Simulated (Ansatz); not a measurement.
Input of an Ansatz 0.2.0 run:

File input.yaml:

```yaml
crystal:
  lattice:
    - [0.0, 2.703, 2.703]
    - [2.703, 0.0, 2.703]
    - [2.703, 2.703, 0.0]
  atoms:
    - { symbol: Ni, position: [0.0, 0.0, 0.0], spin: 1.0 }
    - { symbol: Si, position: [0.75, 0.75, 0.75] }
    - { symbol: Si, position: [0.25, 0.25, 0.25] }
hamiltonian:
  xc: lda
  pseudopotentials: { kind: paw }
magnetization:
  spin_polarized: true
kpoints:
  mp_grid: { grid: [9, 9, 9] }
  band_path:
    path:
      - [[0.0, 0.0, 0.0], [0.5, 0.0, 0.5], [0.5, 0.25, 0.75], [0.375, 0.375, 0.75], [0.0, 0.0, 0.0], [0.5, 0.5, 0.5], [0.625, 0.25, 0.625], [0.5, 0.25, 0.75], [0.5, 0.5, 0.5], [0.375, 0.375, 0.75]]
      - [[0.625, 0.25, 0.625], [0.5, 0.0, 0.5]]
    npoints: 14
scf:
  occupations: { method: fermi_dirac, width: 0.05 }
  n_extra_bands: 7
output:
  forces: true
  stress: true
  eigenvalues: true
  fatbands: true
  write_density: true
  write_potential: true
  elf: true
  volumetric_format: npy
```

Potentials or basis: Ansatz PAW.

Command:

```console
$ ansatz run input.yaml --threads 2 --pin off --max-ram 5632MiB --backend cpu --events-out ev --progress --plain --runs-dir out
```

Predict the absolute moment.

0.00 μB per cell.

Estimate the pressure.

-4.3 GPa.

Levels at the corners of the path, in eV from the Fermi level:
Spin up:
| point | band 11 | band 12 | band 13 | band 14 | band 15 | band 16 |
| --- | --- | --- | --- | --- | --- | --- |
| Γ | -0.41 | 1.72 | 1.72 | 1.72 | 2.26 | 2.26 |
| X | -3.65 | -3.47 | -3.13 | -0.44 | 1.38 | 7.77 |
| W | -3.65 | -3.20 | -2.44 | 2.20 | 2.20 | 4.62 |
| K | -3.47 | -2.94 | -2.64 | 0.18 | 3.62 | 4.68 |
| Γ | -0.41 | 1.72 | 1.72 | 1.72 | 2.26 | 2.26 |
| L | -3.36 | -1.44 | -1.44 | 1.70 | 1.83 | 1.83 |
| U | -3.47 | -2.94 | -2.64 | 0.18 | 3.62 | 4.68 |
| W | -3.65 | -3.20 | -2.44 | 2.20 | 2.20 | 4.62 |
| L | -3.36 | -1.44 | -1.44 | 1.70 | 1.83 | 1.83 |
| K | -3.47 | -2.94 | -2.64 | 0.18 | 3.62 | 4.68 |
| U | -3.47 | -2.94 | -2.64 | 0.18 | 3.62 | 4.68 |
| X | -3.65 | -3.47 | -3.13 | -0.44 | 1.38 | 7.77 |
Spin down:
```
point  band 10  band 11  band 12  band 13  band 14  band 15  band 16  band 17
    Γ    -3.53    -0.41     1.72     1.72     1.72     2.26     2.26     2.26
    X    -3.65    -3.65    -3.47    -3.13    -0.44     1.38     7.77     8.20
    W    -3.76    -3.65    -3.20    -2.44     2.20     2.20     4.62     5.22
    K    -3.84    -3.47    -2.94    -2.64     0.18     3.62     4.68     6.27
    Γ    -3.53    -0.41     1.72     1.72     1.72     2.26     2.26     2.26
    L    -3.36    -3.36    -1.44    -1.44     1.70     1.83     1.83     2.52
    U    -3.84    -3.47    -2.94    -2.64     0.18     3.62     4.68     6.27
    W    -3.76    -3.65    -3.20    -2.44     2.20     2.20     4.62     5.22
    L    -3.36    -3.36    -1.44    -1.44     1.70     1.83     1.83     2.52
    K    -3.84    -3.47    -2.94    -2.64     0.18     3.62     4.68     6.27
    U    -3.84    -3.47    -2.94    -2.64     0.18     3.62     4.68     6.27
    X    -3.65    -3.65    -3.47    -3.13    -0.44     1.38     7.77     8.20
```

Caveat: the PAW data sets come from PBE, with cores solved anew for the run's functional, which leaves a small shift of forces and pressure; the starting moments weren't kept.
